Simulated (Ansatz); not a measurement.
The calculation used DFT PBE, scalar-relativistic, plane waves, PAW (Ansatz 0.2.0). Settings: cutoff 420 eV, Γ-centred meshes spaced at most about 0.3 Å⁻¹, and about 0.25 Å⁻¹ or finer for metals (2π included), Gaussian smearing. No spin polarisation.

These are static total energies at zero pressure.

Problem. Which of these relaxed structures of Ti₃Se is the lowest in energy?
A.

```xyz
4
Lattice="3.9939 0.0000 0.0000 0.0000 3.9939 0.0000 0.0000 0.0000 3.9939" Properties=species:S:1:pos:R:3 pbc="T T T"
Ti    0.0000    1.9969    1.9969
Ti    1.9969    0.0000    1.9969
Ti    1.9969    1.9969    0.0000
Se    0.0000    0.0000    0.0000
```

B.

```xyz
4
Lattice="3.3567 0.0000 0.0000 0.0000 3.3567 0.0000 0.0000 0.0000 5.8007" Properties=species:S:1:pos:R:3 pbc="T T T"
Ti    1.6784    1.6784    1.5111
Ti    1.6784    1.6784    4.2896
Ti    0.0000    0.0000    0.0000
Se    0.0000    0.0000    2.9003
```

C.

```xyz
8
Lattice="5.0346 0.0000 0.0000 0.0000 5.0346 0.0000 0.0000 0.0000 5.0346" Properties=species:S:1:pos:R:3 pbc="T T T"
Ti    0.0000    2.5173    1.2586
Ti    0.0000    2.5173    3.7759
Ti    1.2586    0.0000    2.5173
Ti    3.7759    0.0000    2.5173
Ti    2.5173    3.7759    0.0000
Ti    2.5173    1.2586    0.0000
Se    0.0000    0.0000    0.0000
Se    2.5173    2.5173    2.5173
```

D.

```xyz
8
Lattice="5.5788 0.0000 0.0000 -2.7894 4.8314 0.0000 0.0000 0.0000 4.7493" Properties=species:S:1:pos:R:3 pbc="T T T"
Ti    2.7894    3.2399    1.1873
Ti   -1.4111    4.0356    3.5620
Ti    1.3783    0.7958    1.1873
Ti    0.0000    1.5915    3.5620
Ti    4.2005    0.7958    1.1873
Ti    1.4111    4.0356    3.5620
Se    0.0000    3.2209    1.1873
Se    2.7894    1.6105    3.5620
```

Solution. B. The next of these, C, lies 107 meV/atom higher. Forms: B P4/mmm; C Pm-3n; A Pm-3m; D P6_3/mmc. Counting Ti atoms around Se (those within 1.25 times the shortest such distance or 1.15 times the sum of covalent radii): B has Se 10; C has Se 12; A has Se 12; D has Se 12. All come from invented guesses.

The k mesh leaves some 4 meV/atom of noise in the energy of each metallic cell. Cells relaxed within their symmetry can be saddle points. Some structure types and database cells were kept out of the candidates from the start, so a known form may be missing.
